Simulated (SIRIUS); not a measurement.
**Ge under changes of volume**

One of the cells (23.092 Å³/atom); the others are scaled copies at fixed shape and fractional positions:

```xyz
2
Lattice="0.0000 2.8476 2.8476 2.8476 0.0000 2.8476 2.8476 2.8476 0.0000" Properties=species:S:1:pos:R:3 pbc="T T T"
Ge    4.2715    4.2715    4.2715
Ge    2.8476    2.8476    2.8476
```

* Program: SIRIUS 7.10.0
* Functional: PBEsol
* Potentials or basis: PseudoDojo 0.4.1 PBEsol standard (scalar relativistic)
* Cutoff: 1078 eV
* Density cutoff: 4311 eV
* k mesh: 8 × 8 × 8
* Occupations: fermi-dirac, width 0.05 eV
* Spin: no spin polarisation

```csv
volume (Å³/atom),energy over the lowest point (meV/atom),pressure (GPa)
21.281,25.21,5.6
21.733,11.99,3.8
22.186,?,?
23.092,0.00,-0.6
23.545,3.54,-1.8
23.997,10.25,-2.9
```

**Question.** What does the run at 22.186 Å³/atom give?

**Answer.** Energy over the lowest point 3.81 meV/atom; pressure 2.1 GPa.

Worked out: A Birch-Murnaghan fit of order 3 (a polynomial in V^(-2/3)) to the other rows has its minimum at 22.85 Å³/atom with B0 = V·E''(V) = 66 GPa and B' = 4.9. It gives 3.73 meV/atom at 22.186 Å³/atom, against the run's 3.81, and -dE/dV = 2.1 GPa, against 2.1.

Energies are extrapolated to zero smearing.
